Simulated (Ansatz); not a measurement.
# Sn: the cost of one run

Computed with Ansatz 0.2.0 (DFT PBE, scalar-relativistic, plane waves, PAW, unless a step's input says otherwise).

## Step 1: Starting point

Symmetry: P-6m2, No. 187, hexagonal system. The conventional cell has a = 3.860 Å, b = 3.860 Å, c = 6.085 Å, α = 90.00°, β = 90.00°, γ = 120.00°. Sn (site symmetry 3m) is surrounded by 4 Sn at 2.74 to 2.79 Å. Around Sn (site symmetry -6m2) lie 6 Sn at 2.79 Å.

As a file:

```xyz
3
Lattice="3.8601 0.0000 0.0000 -1.9300 3.3429 0.0000 0.0000 0.0000 6.0849" Properties=species:S:1:pos:R:3 pbc="T T T"
Sn    1.9300    1.1143    4.4114
Sn    1.9300    1.1143    1.6736
Sn    0.0000    0.0000    0.0000
```

The cell is invented: 4-, 6-connected net of one element (P-6m2, No. 187). Lengths come from tabulated atomic sizes and are only a guess.

## Step 2: The guess as it stands, on a coarse mesh

The input, input.yaml:

```yaml
crystal:
  lattice:
    - [3.86006814, 0.0, 0.0]
    - [-1.93003407, 3.34291707, 0.0]
    - [0.0, 0.0, 6.08494349]
  atoms:
    - { symbol: Sn, position: [0.66666667, 0.33333333, 0.7249647] }
    - { symbol: Sn, position: [0.66666667, 0.33333333, 0.2750353] }
    - { symbol: Sn, position: [0.0, 0.0, 0.0] }
basis:
  ecutwfc: 420
kpoints:
  mp_grid: { grid: [6, 6, 4] }
hamiltonian:
  xc: pbe
scf:
  occupations: { method: gaussian, width: 0.1 }
  lower_state_search: "off"
output:
  forces: true
  stress: true
  eigenvalues: true
```

Run with:

```sh
$ ansatz run input.yaml --threads 1 --pin off --max-ram 2560MiB --backend cpu --events-out ev --progress --plain --runs-dir out
```

**Question.** How long does this run take on 1 thread of Arm Neoverse V1, shared host, and how much memory does it need?

About 3.7 s, with a peak of 0.29 GiB.
